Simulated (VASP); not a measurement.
# Si: relaxed cell and band gap, by functional

Si, Fd-3m (no. 227), 2 atoms in the cell.

| Functional | Volume (Å³/atom) | Change from the starting volume (fraction) | Gap, path and mesh (eV) | Time (s) |
|---|---|---|---|---|
| r2SCAN50 | 19.66 | -0.025 | 3.21 | 781 |
| RSHXLDA | 19.57 | -0.030 | 5.79 | 1105 |
| r2SCANh | 20.03 | -0.007 | 1.36 | 743 |

## Input of the first row

INCAR.step1:
```
ALGO = Normal
EDIFF = 1E-5
ENCUT = 550
GGA = PE
GGA_COMPAT = False
ISIF = 2
ISMEAR = 0
KPAR = 4
LASPH = True
LCHARG = False
LREAL = False
LWAVE = True
NELM = 150
PREC = Accurate
SIGMA = 0.02
```

INCAR.step2:
```
AEXX = 0.5
ALGO = Normal
EDIFF = 1E-7
EDIFFG = -0.005
ENCUT = 550
GGA_COMPAT = False
IBRION = 2
ISIF = 3
ISMEAR = 0
ISTART = 1
KPAR = 4
LASPH = True
LCHARG = False
LHFCALC = True
LMIXTAU = True
LREAL = False
LWAVE = False
METAGGA = R2SCAN
NELM = 150
NSW = 60
PREC = Accurate
PRECFOCK = Normal
SIGMA = 0.02
```

INCAR.step3, as INCAR.step2 but for:
```
- ISTART = 1
- NSW = 60
+ NSW = 40
```

INCAR.step4, as INCAR.step3 but for:
```
- EDIFFG = -0.005
- IBRION = 2
- ISIF = 3
- NSW = 40
+ HFRCUT = -1
+ ISIF = 2
+ NBANDS = 11
```

KPOINTS:
```
k-points
0
Gamma
  6 6 6
```

KPOINTS_OPT:
```
path GXWKGLUWLK,UX
3
line-mode
reciprocal
 0.0000000000  0.0000000000  0.0000000000  G
 0.5000000000  0.0000000000  0.5000000000  X

 0.5000000000  0.0000000000  0.5000000000  X
 0.5000000000  0.2500000000  0.7500000000  W

 0.5000000000  0.2500000000  0.7500000000  W
 0.3750000000  0.3750000000  0.7500000000  K

 0.3750000000  0.3750000000  0.7500000000  K
 0.0000000000  0.0000000000  0.0000000000  G

 0.0000000000  0.0000000000  0.0000000000  G
 0.5000000000  0.5000000000  0.5000000000  L

 0.5000000000  0.5000000000  0.5000000000  L
 0.6250000000  0.2500000000  0.6250000000  U

 0.6250000000  0.2500000000  0.6250000000  U
 0.5000000000  0.2500000000  0.7500000000  W

 0.5000000000  0.2500000000  0.7500000000  W
 0.5000000000  0.5000000000  0.5000000000  L

 0.5000000000  0.5000000000  0.5000000000  L
 0.3750000000  0.3750000000  0.7500000000  K

 0.6250000000  0.2500000000  0.6250000000  U
 0.5000000000  0.0000000000  0.5000000000  X
```

POSCAR.step1:
```
Si
1.0
    0.0000000000      2.7218511865      2.7218511865
    2.7218511865      0.0000000000      2.7218511865
    2.7218511865      2.7218511865      0.0000000000
Si
2
Direct
    0.5000000000      0.5000000000      0.5000000000
    0.7500000000      0.7500000000      0.7500000000
```

Commands (each step's output is kept before the next begins):
```
cat potpaw_PBE.64/Si/POTCAR > POTCAR
cp INCAR.step1 INCAR
cp POSCAR.step1 POSCAR
mpirun -np 4 vasp_std > vasp.out
cp INCAR.step2 INCAR
mpirun -np 4 vasp_std > vasp.out
cp CONTCAR POSCAR
rm WAVECAR CHG
cp INCAR.step3 INCAR
mpirun -np 4 vasp_std > vasp.out
cp CONTCAR POSCAR
rm WAVECAR CHG
cp INCAR.step4 INCAR
mpirun -np 4 vasp_std > vasp.out
```

Changes of the last row against the first:
```
- AEXX = 0.5
+ AEXX = 0.1
```

VASP 6.6.1 took 781 s on 4 cores (Intel Xeon Platinum 8559C (Emerald Rapids)), a shared host.
